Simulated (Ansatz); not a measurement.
# Bi (hcp)

Method: PBE with spin–orbit coupling; two-component spinors; PAW, 420 eV, Γ-centred 14×14×8 mesh, 0.05 eV Gaussian smearing; code Ansatz. The datasets are Ansatz's generated set soft_2.

```cif
data_structure
_symmetry_space_group_name_H-M 'P 1'
_symmetry_Int_Tables_number 1
_cell_length_a 3.5565
_cell_length_b 3.5565
_cell_length_c 5.9913
_cell_angle_alpha 90.000
_cell_angle_beta 90.000
_cell_angle_gamma 120.000
_cell_volume 65.63
loop_
_atom_site_label
_atom_site_type_symbol
_atom_site_fract_x
_atom_site_fract_y
_atom_site_fract_z
_atom_site_occupancy
Bi1 Bi 0.33333 0.66667 0.75000 1
Bi2 Bi 0.66667 0.33333 0.25000 1
```

At room temperature and ambient pressure Bi takes another structure.

**Question.** Which orbitals carry the states at the Fermi level, and how many states are there?

**Answer.** Within 0.1 eV of it: Bi 6p 97 % (shares among the projected shells). The density of states at the Fermi level is about 1.3 states/eV per cell, averaged over 0.3 eV.

Density of states (tetrahedra, averaged over 0.3 eV; states/eV per cell of 2 atoms; energy in eV from the Fermi level; projections on Löwdin-orthogonalised atomic orbitals, summed over sites):

```csv
E,total,Bi 6p,Bi 6s
-5.20,0.00,0.00,0.00
-4.90,0.07,0.07,0.00
-4.60,0.65,0.63,0.01
-4.30,1.29,1.25,0.04
-4.00,1.88,1.81,0.06
-3.70,2.28,2.17,0.09
-3.40,1.58,1.46,0.11
-3.10,1.27,1.15,0.11
-2.80,0.84,0.74,0.09
-2.50,0.72,0.63,0.08
-2.20,0.66,0.59,0.06
-1.90,0.95,0.87,0.06
-1.60,1.68,1.58,0.08
-1.30,1.30,1.22,0.06
-1.00,1.21,1.13,0.05
-0.70,1.30,1.22,0.05
-0.40,1.27,1.19,0.04
-0.10,1.33,1.25,0.04
0.20,1.43,1.34,0.04
0.50,1.59,1.49,0.03
0.80,1.80,1.70,0.03
1.10,1.59,1.50,0.03
1.40,1.55,1.45,0.03
1.70,1.56,1.46,0.03
2.00,1.43,1.34,0.02
2.30,1.60,1.48,0.02
2.60,1.90,1.77,0.02
2.90,1.28,1.19,0.02
3.20,1.00,0.92,0.01
3.50,0.75,0.69,0.01
3.80,0.60,0.55,0.01
4.10,0.50,0.45,0.01
4.40,0.46,0.37,0.00
4.70,0.41,0.28,0.00
5.00,0.36,0.21,0.00
5.30,0.58,0.16,0.00
5.60,0.89,0.10,0.00
5.90,1.18,0.05,0.00
```
